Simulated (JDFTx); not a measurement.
InP under changes of volume

One of the cells (25.167 Å³/atom); the others are scaled copies at fixed shape and fractional positions:

```xyz
2
Lattice="0.0000 2.9305 2.9305 2.9305 0.0000 2.9305 2.9305 2.9305 0.0000" Properties=species:S:1:pos:R:3 pbc="T T T"
In    0.0000    0.0000    0.0000
P     4.3957    4.3957    4.3957
```

```yaml
Program: JDFTx 1.7.0 (patched build)
Functional: r2SCAN
Potentials_or_basis: SG15-PBE-1.2 with smoothed tails
Cutoff: 1088 eV
Density_cutoff: 8708 eV
k_mesh: 6 × 6 × 6
Occupations: fermi-dirac, width 0.05 eV
Spin: no spin polarisation
```

```tsv
volume (Å³/atom)	energy over the lowest point (meV/atom)	pressure (GPa)	gap on the mesh (eV)
23.657	24.91	5.3	1.12
24.160	11.29	3.4	1.00
24.663	3.18	1.8	0.88
25.167	0.00	0.3	0.76
25.670	1.22	-1.0	0.64
26.173	6.38	-2.2	0.53
26.677	?	?	?
```

**Question.** What does the run at 26.677 Å³/atom give?

**Answer.** Energy over the lowest point 14.94 meV/atom; pressure -3.3 GPa; gap on the mesh 0.42 eV.

Worked out: A Birch-Murnaghan fit of order 3 (a polynomial in V^(-2/3)) to the other rows has its minimum at 25.27 Å³/atom with B0 = V·E''(V) = 69 GPa and B' = 4.6. It gives 15.07 meV/atom at 26.677 Å³/atom, against the run's 14.94, and -dE/dV = -3.3 GPa, against -3.3. A straight line through the other rows of the gap, of slope -5.87 eV per unit of ln V (its deformation potential), extrapolates to 0.42 eV, against the run's 0.42.

Energies are extrapolated to zero smearing.

Caveats: the potentials were made for another functional, which shifts forces and pressure; spin-orbit coupling is left out, which moves the levels of the heavy elements.
